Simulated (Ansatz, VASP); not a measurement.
# Cross-check of AlN between VASP and Ansatz

Wanted: the spread between two codes on one cell, functional and k mesh. The cell is taken from a series of runs on this material, whose earlier steps may have relaxed, scaled, displaced or heated it; both programs get it as it stands.

Main program and level: Ansatz 0.2.0; plane waves, with VASP 6.6.1 beside it; zone-centre phonons at LDA.

**1. Set-up**

It takes space group R3m (No. 160, trigonal). Conventional cell: a = 3.040 Å, b = 3.040 Å, c = 7.549 Å, α = 90.00°, β = 90.00°, γ = 120.00°. N has 4 Al at 1.87 to 1.88 Å nearest. Nearest to Al lie 4 N at 1.87 to 1.88 Å. Farther neighbours and most contacts between anions are not listed.

As a file:

```cif
data_structure
_symmetry_space_group_name_H-M 'R3m:H'
_symmetry_Int_Tables_number 160
_cell_length_a 3.0396
_cell_length_b 3.0396
_cell_length_c 7.5488
_cell_angle_alpha 90.000
_cell_angle_beta 90.000
_cell_angle_gamma 120.000
_cell_volume 60.40
loop_
_atom_site_label
_atom_site_type_symbol
_atom_site_symmetry_multiplicity
_atom_site_Wyckoff_symbol
_atom_site_fract_x
_atom_site_fract_y
_atom_site_fract_z
_atom_site_occupancy
N1 N 3 a 0.66667 0.33333 0.08401 1
Al1 Al 3 a 0.66667 0.33333 0.33266 1
```

**2. VASP: zone-centre phonons, LDA, pair 1**

Second derivatives magnify differences that forces hide, and they need a tight electronic threshold.

Lines of VASP's logs that name or quote its potential files are left out, and so is its time.

INCAR reads:

```
SYSTEM = AlN
PREC = Accurate
ENCUT = 600
EDIFF = 1E-08
NELM = 120
ISMEAR = 0
SIGMA = 0.01
LREAL = .FALSE.
ALGO = Normal
GGA = PW92
NBANDS = 10
LORBIT = 11
LWAVE = .FALSE.
LCHARG = .FALSE.
ISIF = 2
IBRION = 8
LEPSILON = .TRUE.
LASPH = .TRUE.
GGA_COMPAT = .FALSE.
EFERMI = MIDGAP
KPAR = 2
```

POSCAR reads:

```
AlN
1.0
    0.0198824083      2.1692165292      2.1692165292
    2.1692165292      0.0198824083      2.1692165292
    2.1692165292      2.1692165292      0.0198824083
N Al
1 1
Direct
    0.2493247651      0.2493247651      0.2493247651
    0.0006752349      0.0006752349      0.0006752349
```

KPOINTS reads:

```
Automatic mesh
0
Gamma
12 12 12
0 0 0
```

PAW data sets: N and Al (LDA family, release 64).

Launch:

```
> mpirun -np 2 vasp_std
```

Numbers of over 12 decimals in the logs are rounded to 6 here.

Log:

```text
[banner, memory and clock lines left out]
running    2 mpi-ranks, on    1 nodes
 distrk:  each k-point on    1 cores,    2 groups
 distr:  one band on    1 cores,    1 groups

 POSCAR found type information on POSCAR N Al
 POSCAR found :  2 types and       2 ions
|                                                                             |
|               ----> ADVICE to this user running VASP <----                  |
|                                                                             |
|     You enforced a specific xc type in the INCAR file but a different       |
|     [... a line on the potential file left out ...]
|     I HOPE YOU KNOW WHAT YOU ARE DOING!                                     |
|                                                                             |

 LDA part: xc-table for (Slater(with rela. corr.)+PW92), standard interpolation
 POSCAR, INCAR and KPOINTS ok, starting setup
 FFT: planning ... GRIDC
 FFT: planning ... GRID_SOFT
 FFT: planning ... GRID
 WAVECAR not read
 entering main loop
       N       E                     dE             d eps       ncg     rms          rms(c)
DAV:   1     0.111552326560E+02    0.11155E+02   -0.43354E+03  3836   0.761E+02
DAV:   2    -0.181379042518E+02   -0.29293E+02   -0.28206E+02  4504   0.139E+02
DAV:   3    -0.189924482085E+02   -0.85454E+00   -0.85340E+00  4434   0.231E+01
DAV:   4    -0.189959542941E+02   -0.35061E-02   -0.35059E-02  4250   0.178E+00
DAV:   5    -0.189959837491E+02   -0.29455E-04   -0.29455E-04  4326   0.157E-01    0.885E+00
DAV:   6    -0.164547281554E+02    0.25413E+01   -0.13268E+01  3954   0.195E+01    0.302E+00
DAV:   7    -0.164072925229E+02    0.47436E-01   -0.99222E-02  4258   0.275E+00    0.196E+00
DAV:   8    -0.163784752890E+02    0.28817E-01   -0.27648E-02  4012   0.161E+00    0.352E-01
DAV:   9    -0.163782024060E+02    0.27288E-03   -0.10634E-03  4312   0.224E-01    0.180E-01
DAV:  10    -0.163782232612E+02   -0.20855E-04   -0.52862E-05  4116   0.554E-02    0.394E-02
DAV:  11    -0.163782221397E+02    0.11215E-05   -0.15624E-06  4250   0.912E-03    0.634E-03
DAV:  12    -0.163782221483E+02   -0.85960E-08   -0.90600E-08  4262   0.244E-03
   1 F= -.16378222E+02 E0= -.16378222E+02  d E =0.000000E+00
 Linear response reoptimize wavefunctions to high precision
DAV:   1    -0.163782221445E+02    0.38288E-08   -0.17459E-08  4246   0.981E-04
DAV:   2    -0.163782221445E+02   -0.16087E-10   -0.13139E-10  2198   0.108E-04
 Linear response G [H, r] |phi>, progress :
  Direction:   1
       N       E                     dE             d eps       ncg     rms
RMM:   1    -0.348426120843E+02   -0.34843E+02    0.12057E+00  9141   0.488E+01
RMM:   2    -0.301762218065E+02    0.46664E+01   -0.12981E+00  6042   0.892E+00
RMM:   3    -0.301798049190E+02   -0.35831E-02   -0.10089E-02  6153   0.797E-01
RMM:   4    -0.301798222204E+02   -0.17301E-04   -0.14953E-04  6548   0.951E-02
RMM:   5    -0.301798219140E+02    0.30638E-06   -0.29851E-06  6615   0.128E-02
RMM:   6    -0.301798218928E+02    0.21261E-07   -0.35052E-07  6882   0.186E-03
RMM:   7    -0.301798218728E+02    0.20000E-07   -0.12337E-06  6710   0.368E-04
RMM:   8    -0.301798218348E+02    0.37958E-07   -0.11847E-06  5564   0.159E-04
RMM:   9    -0.301798218301E+02    0.47618E-08    0.15056E-07  4900   0.143E-04
RMM:  10    -0.301798218338E+02   -0.37024E-08   -0.31717E-07  4534   0.144E-04
RMM:  11    -0.301798218351E+02   -0.13224E-08   -0.16515E-07  3984   0.144E-04
RMM:  12    -0.301798218333E+02    0.17507E-08    0.47095E-07  3253   0.144E-04
 Linear response G [H, r] |phi>, progress :
  Direction:   2
       N       E                     dE             d eps       ncg     rms
RMM:   1    -0.325823606412E+02   -0.32582E+02    0.36291E+00  9327   0.473E+01
RMM:   2    -0.309690521117E+02    0.16133E+01   -0.11060E+00  6034   0.833E+00
RMM:   3    -0.309731356806E+02   -0.40836E-02   -0.10735E-02  6190   0.751E-01
RMM:   4    -0.309729322163E+02    0.20346E-03   -0.26476E-04  6542   0.908E-02
RMM:   5    -0.309729178713E+02    0.14345E-04    0.28465E-06  6623   0.122E-02
RMM:   6    -0.309729169989E+02    0.87243E-06    0.13847E-05  6962   0.185E-03
RMM:   7    -0.309729168188E+02    0.18000E-06    0.15666E-05  6873   0.396E-04
RMM:   8    -0.309729167588E+02    0.60064E-07    0.16377E-05  5583   0.197E-04
RMM:   9    -0.309729167501E+02    0.87100E-08    0.18068E-05  4934   0.183E-04
RMM:  10    -0.309729166609E+02    0.89140E-07    0.23977E-05  4480   0.183E-04
RMM:  11    -0.309729164978E+02    0.16314E-06    0.19291E-05  3960   0.184E-04
 Linear response G [H, r] |phi>, progress :
  Direction:   3
       N       E                     dE             d eps       ncg     rms
RMM:   1    -0.280570098531E+02   -0.28057E+02    0.69462E+01  8997   0.484E+01
RMM:   2    -0.260505461509E+02    0.20065E+01   -0.11775E+00  6061   0.831E+00
RMM:   3    -0.260503570090E+02    0.18914E-03   -0.12426E-02  6162   0.737E-01
RMM:   4    -0.260500972100E+02    0.25980E-03   -0.28635E-04  6577   0.875E-02
RMM:   5    -0.260500831142E+02    0.14096E-04   -0.17156E-05  6655   0.120E-02
RMM:   6    -0.260500823296E+02    0.78457E-06   -0.66373E-06  6895   0.184E-03
RMM:   7    -0.260500821335E+02    0.19616E-06   -0.42141E-06  6632   0.442E-04
RMM:   8    -0.260500821225E+02    0.10960E-07   -0.55501E-06  5485   0.243E-04
[...]
Linear response to external field (no local field effect), progress :
  Direction:   3
       N       E                     dE             d eps       ncg     rms          rms(c)
RMM:   1    -0.153030425250E+00   -0.15303E+00   -0.47149E-01  8625   0.190E+00
RMM:   2    -0.156047867005E+00   -0.30174E-02   -0.10442E-03  6118   0.217E-01
RMM:   3    -0.156056394797E+00   -0.85278E-05   -0.92048E-06  6225   0.195E-02
RMM:   4    -0.156056494945E+00   -0.10015E-06   -0.12653E-07  6442   0.222E-03
RMM:   5    -0.156056495906E+00   -0.96107E-09   -0.27894E-09  6055   0.294E-04
 change of polarisation eV/A/(eV/A) component  3 :     0.014    -0.067     0.312
 dielectric tensor                  component  3 :     0.123    -0.603     3.805
 Linear response to external field, progress :
  Direction:   1
       N       E                     dE             d eps       ncg     rms          rms(c)
RMM:   1    -0.203237719414E+00   -0.20324E+00   -0.71250E-01 21795   0.208E+00
RMM:   2    -0.207703506990E+00   -0.44658E-02   -0.14563E-03 15350   0.245E-01    0.668E-01
RMM:   3    -0.201219790318E+00    0.64837E-02   -0.32386E-03 15035   0.370E-01    0.392E-01
RMM:   4    -0.207643864136E+00   -0.64241E-02   -0.44806E-03 15151   0.448E-01    0.513E-02
RMM:   5    -0.208739348639E+00   -0.10955E-02   -0.72716E-05 15807   0.701E-02    0.912E-03
RMM:   6    -0.208850602126E+00   -0.11125E-03   -0.52207E-07 16198   0.615E-03    0.452E-03
RMM:   7    -0.208893055235E+00   -0.42453E-04   -0.86271E-08 16164   0.228E-03    0.258E-04
RMM:   8    -0.208895599795E+00   -0.25446E-05   -0.22558E-10 16081   0.179E-04    0.127E-04
RMM:   9    -0.208896027398E+00   -0.42760E-06    0.27978E-10 13335   0.723E-05    0.525E-06
 change of polarisation eV/A/(eV/A) component  1 :     0.391     0.043    -0.040
 dielectric tensor                  component  1 :     4.510     0.387    -0.359
 Linear response to external field, progress :
  Direction:   2
       N       E                     dE             d eps       ncg     rms          rms(c)
RMM:   1    -0.203245883256E+00   -0.20325E+00   -0.71258E-01 21798   0.208E+00
RMM:   2    -0.207703492838E+00   -0.44576E-02   -0.14557E-03 15350   0.245E-01    0.668E-01
RMM:   3    -0.201219862567E+00    0.64836E-02   -0.32387E-03 15037   0.370E-01    0.392E-01
RMM:   4    -0.207643918759E+00   -0.64241E-02   -0.44816E-03 15147   0.448E-01    0.513E-02
RMM:   5    -0.208739007734E+00   -0.10951E-02   -0.72733E-05 15809   0.700E-02    0.912E-03
RMM:   6    -0.208850492586E+00   -0.11148E-03   -0.53563E-07 16196   0.615E-03    0.453E-03
RMM:   7    -0.208893043870E+00   -0.42551E-04   -0.83595E-08 16170   0.228E-03    0.258E-04
RMM:   8    -0.208895597201E+00   -0.25533E-05   -0.80822E-10 16081   0.179E-04    0.127E-04
RMM:   9    -0.208896027388E+00   -0.43019E-06   -0.32046E-10 13356   0.716E-05    0.528E-06
 change of polarisation eV/A/(eV/A) component  2 :     0.023     0.391    -0.020
 dielectric tensor                  component  2 :     0.203     4.510    -0.175
 Linear response to external field, progress :
  Direction:   3
       N       E                     dE             d eps       ncg     rms          rms(c)
RMM:   1    -0.203239697722E+00   -0.20324E+00   -0.71252E-01 21797   0.208E+00
RMM:   2    -0.207703533554E+00   -0.44638E-02   -0.14543E-03 15351   0.245E-01    0.668E-01
RMM:   3    -0.201219842445E+00    0.64837E-02   -0.32386E-03 15040   0.370E-01    0.392E-01
RMM:   4    -0.207643899240E+00   -0.64241E-02   -0.44810E-03 15149   0.448E-01    0.513E-02
RMM:   5    -0.208739122068E+00   -0.10952E-02   -0.72729E-05 15807   0.701E-02    0.912E-03
RMM:   6    -0.208850548520E+00   -0.11143E-03   -0.52715E-07 16203   0.615E-03    0.453E-03
RMM:   7    -0.208893081810E+00   -0.42533E-04   -0.86752E-08 16168   0.228E-03    0.258E-04
RMM:   8    -0.208895633666E+00   -0.25519E-05   -0.58626E-10 16083   0.180E-04    0.127E-04
RMM:   9    -0.208896062848E+00   -0.42918E-06   -0.30375E-10 13387   0.724E-05    0.527E-06
 change of polarisation eV/A/(eV/A) component  3 :     0.043    -0.040     0.391
 dielectric tensor                  component  3 :     0.383    -0.356     4.510
 Linear response DOF=           2
 Linear response progress:
  Degree of freedom:   1/  2
       N       E                     dE             d eps       ncg     rms          rms(c)
RMM:   1    -0.232668536538E+00   -0.23267E+00    0.19882E-01 18286   0.326E+00
RMM:   2    -0.232675297551E+00   -0.67610E-05   -0.20892E-03 14794   0.394E-01    0.185E-01
RMM:   3    -0.233503094398E+00   -0.82780E-03   -0.71858E-04 13947   0.183E-01    0.915E-02
RMM:   4    -0.235353312272E+00   -0.18502E-02   -0.62971E-04 14056   0.168E-01    0.216E-02
RMM:   5    -0.235371587974E+00   -0.18276E-04   -0.17310E-05 15919   0.321E-02    0.191E-03
RMM:   6    -0.235390274516E+00   -0.18687E-04   -0.12252E-07 16243   0.295E-03    0.836E-04
RMM:   7    -0.235390573043E+00   -0.29853E-06   -0.20602E-08 16216   0.622E-04    0.655E-05
RMM:   8    -0.235389443054E+00    0.11300E-05   -0.10095E-09 16537   0.979E-05    0.278E-05
RMM:   9    -0.235389436718E+00    0.63366E-08    0.18808E-10 17117   0.355E-05    0.251E-06
 first order change of Fermi-energy  -0.40257E+00
 force on displaced ion       1 direction 1 : -15.947   0.124   0.124
 Born effective charge ion    1 direction 1 :  -2.528  -0.004  -0.004
 Linear response progress:
  Degree of freedom:   2/  2
       N       E                     dE             d eps       ncg     rms          rms(c)
RMM:   1    -0.609203035312E-02   -0.60920E-02   -0.42749E-03 22454   0.687E-01
RMM:   2    -0.551628433880E-02    0.57575E-03   -0.19675E-04 14669   0.115E-01    0.917E-02
RMM:   3    -0.541746490746E-02    0.98819E-04   -0.61168E-05 15320   0.516E-02    0.494E-02
RMM:   4    -0.543520174700E-02   -0.17737E-04   -0.52370E-05 15242   0.483E-02    0.788E-03
RMM:   5    -0.543586995510E-02   -0.66821E-06   -0.21613E-07 15618   0.639E-03    0.126E-03
RMM:   6    -0.543537755170E-02    0.49240E-06    0.77846E-08 15793   0.103E-03    0.408E-04
RMM:   7    -0.543427379280E-02    0.11038E-05   -0.44542E-08 15802   0.493E-04    0.284E-05
RMM:   8    -0.543428906140E-02   -0.15269E-07    0.55403E-09 16383   0.462E-05    0.172E-05
RMM:   9    -0.543428466317E-02    0.43982E-08    0.26156E-09 16433   0.128E-05    0.785E-07
 first order change of Fermi-energy   0.40306E+00
 force on displaced ion       2 direction 1 : -15.948   0.125   0.125
 Born effective charge ion    2 direction 1 :   2.529   0.004   0.004
 Born effective charges drift removed
 Linear response finished
```

Parts of OUTCAR (step 2):

```text
ion  position               nearest neighbor table
   1  0.249  0.249  0.249-   2 1.87   2 1.87   2 1.87   2 1.88
   2  0.001  0.001  0.001-   1 1.87   1 1.87   1 1.87   1 1.88

  LATTYP: Found a trigonal (rhomboedric) cell.
 ALAT       =     3.0677998649
 COS(alpha) =     0.5091443227

 Subroutine GETGRP returns: Found  6 space group operations
 (whereof  6 operations were pure point group operations)

The static configuration has the point symmetry C_3v.

 Found    189 irreducible k-points:

   k-points           NKPTS =    189   k-points in BZ     NKDIM =    189   number of bands    NBANDS=     10

   dimension x,y,z NGX =    28 NGY =   28 NGZ =   28
   dimension x,y,z NGXF=    56 NGYF=   56 NGZF=   56

   ENCUT  =  600.0 eV  44.10 Ry    6.64 a.u.   6.13  6.13  6.13*2*pi/ulx,y,z

   NELECT =       8.0000    total number of electrons

 k-points in reciprocal lattice and weights: Automatic mesh
   0.00000000  0.00000000  0.00000000       0.001
   0.08333333 -0.00000000 -0.00000000       0.003
   0.16666667  0.00000000  0.00000000       0.003
   0.25000000  0.00000000  0.00000000       0.003
   0.33333333  0.00000000 -0.00000000       0.003
   0.41666667  0.00000000  0.00000000       0.003
   0.50000000  0.00000000  0.00000000       0.002
   0.08333333  0.08333333 -0.00000000       0.003
   0.16666667  0.08333333  0.00000000       0.007
[...]
-0.41666667  0.50000000  0.41666667       0.003
   0.50000000  0.50000000  0.50000000       0.001

 average (electrostatic) potential at core
       1 -59.5232       2 -69.4547

  Total        0.4981141      0.4981141      0.4981141     -0.2259229     -0.2259229     -0.2259229
  in kB       39.6381035     39.6381035     39.6381035    -17.9781228    -17.9781228    -17.9781228
  external PRESSURE =      39.6381035 kB  Pullay stress =       0.0000000 kB

  energy-cutoff  :      600.00
  volume of cell :       20.13
      direct lattice vectors                 reciprocal lattice vectors
     0.019882408  2.169216529  2.169216529    -0.233691435  0.231568941  0.231568941
     2.169216529  0.019882408  2.169216529     0.231568941 -0.233691435  0.231568941
     2.169216529  2.169216529  0.019882408     0.231568941  0.231568941 -0.233691435

 POSITION                                       TOTAL-FORCE (eV/Angst)
 -----------------------------------------------------------------------------------
      1.08664      1.08664      1.08664        -0.001799     -0.001799     -0.001799
      0.00294      0.00294      0.00294         0.001799      0.001799      0.001799
 -----------------------------------------------------------------------------------
    total drift:                               -0.000053     -0.000053     -0.000053

 MACROSCOPIC STATIC DIELECTRIC TENSOR (including local field effects in DFT)
 ------------------------------------------------------
           4.510149     0.013752     0.013752
           0.013752     4.510149     0.013752
           0.013752     0.013752     4.510149
 ------------------------------------------------------

 PIEZOELECTRIC TENSOR (including local field effects)  for field in x, y, z        (C/m^2)
          XX          YY          ZZ          XY          YZ          ZX
  --------------------------------------------------------------------------------
  x     0.00151    -0.00768    -0.00768    -0.00891    -0.60235    -0.00891
  y    -0.00768     0.00151    -0.00768    -0.00891    -0.00891    -0.60235
  z    -0.00768    -0.00768     0.00151    -0.60235    -0.00891    -0.00891

 BORN EFFECTIVE CHARGES (including local field effects) (in |e|, cummulative output)
 ---------------------------------------------------------------------------------
 ion    1
    1    -2.52847    -0.00335    -0.00335
    2    -0.00335    -2.52847    -0.00335
    3    -0.00335    -0.00335    -2.52847
 ion    2
    1     2.52847     0.00335     0.00335
    2     0.00335     2.52847     0.00335
    3     0.00335     0.00335     2.52847

 Eigenvectors and eigenvalues of the dynamical matrix
 ----------------------------------------------------

   1 f  =   20.642957 THz   129.703523 2PiTHz  688.574924 cm-1    85.372372 meV
             X         Y         Z           dx          dy          dz
      1.086636  1.086636  1.086636    -0.485225   -0.148010    0.633236
      0.002943  0.002943  0.002943     0.349557    0.106627   -0.456183

   2 f  =   20.642957 THz   129.703523 2PiTHz  688.574924 cm-1    85.372372 meV
             X         Y         Z           dx          dy          dz
      1.086636  1.086636  1.086636    -0.451052    0.645744   -0.194691
      0.002943  0.002943  0.002943     0.324938   -0.465194    0.140256

   3 f  =   20.402178 THz   128.190663 2PiTHz  680.543392 cm-1    84.376589 meV
             X         Y         Z           dx          dy          dz
      1.086636  1.086636  1.086636    -0.468468   -0.468468   -0.468468
      0.002943  0.002943  0.002943     0.337448    0.337448    0.337448

   4 f/i=    0.000531 THz     0.003336 2PiTHz    0.017709 cm-1     0.002196 meV
             X         Y         Z           dx          dy          dz
      1.086636  1.086636  1.086636    -0.162473   -0.307396    0.469864
      0.002943  0.002943  0.002943    -0.225532   -0.426702    0.652226

   5 f/i=    0.000531 THz     0.003336 2PiTHz    0.017709 cm-1     0.002196 meV
             X         Y         Z           dx          dy          dz
      1.086636  1.086636  1.086636    -0.448755    0.365077    0.083668
      0.002943  0.002943  0.002943    -0.622924    0.506769    0.116141

   6 f/i=    0.000540 THz     0.003393 2PiTHz    0.018013 cm-1     0.002233 meV
             X         Y         Z           dx          dy          dz
      1.086636  1.086636  1.086636     0.337442    0.337450    0.337451
      0.002943  0.002943  0.002943     0.468460    0.468471    0.468473

 MACROSCOPIC STATIC DIELECTRIC TENSOR IONIC CONTRIBUTION
 ------------------------------------------------------
           3.603555     0.037967     0.037967
           0.037967     3.603555     0.037967
           0.037967     0.037967     3.603555
 ------------------------------------------------------

 ELASTIC MODULI CONTR FROM IONIC RELAXATION (kBar)
 Direction    XX          YY          ZZ          XY          YZ          ZX
 --------------------------------------------------------------------------------
 XX          -1.5438     -1.2146     -1.2146      9.8640     23.5165     10.0756
 YY          -1.2146     -1.5438     -1.2146     10.0756      9.8640     23.5165
 ZZ          -1.2146     -1.2146     -1.5438     23.5165     10.0756      9.8640
 XY           9.8640     10.0756     23.5165   -530.1675     27.4266     27.4266
 YZ          23.5165      9.8640     10.0756     27.4266   -530.1675     27.4266
 ZX          10.0756     23.5165      9.8640     27.4266     27.4266   -530.1675
 --------------------------------------------------------------------------------

 PIEZOELECTRIC TENSOR IONIC CONTR  for field in x, y, z        (C/m^2)
          XX          YY          ZZ          XY          YZ          ZX
  --------------------------------------------------------------------------------
  x    -0.05941    -0.02718    -0.02718    -0.03778     1.29923    -0.01706
  y    -0.02718    -0.05941    -0.02718    -0.01706    -0.03778     1.29923
  z    -0.02718    -0.02718    -0.05941     1.29923    -0.01706    -0.03778
```

(Continued in part 2 of 3.)

[Lines on the potential files, build, host, timing and source positions are cut from VASP's logs without a mark.]

[Logs are printed without paths, hosts, clocks, repeated set-up lines and the standing remarks that a program may print on its own settings, such as how far it seeks lower states.]

[Hosts, paths, dates, database ids (printed as entryN), source tags and the programs' standing remarks are cut or masked in the printed files.]
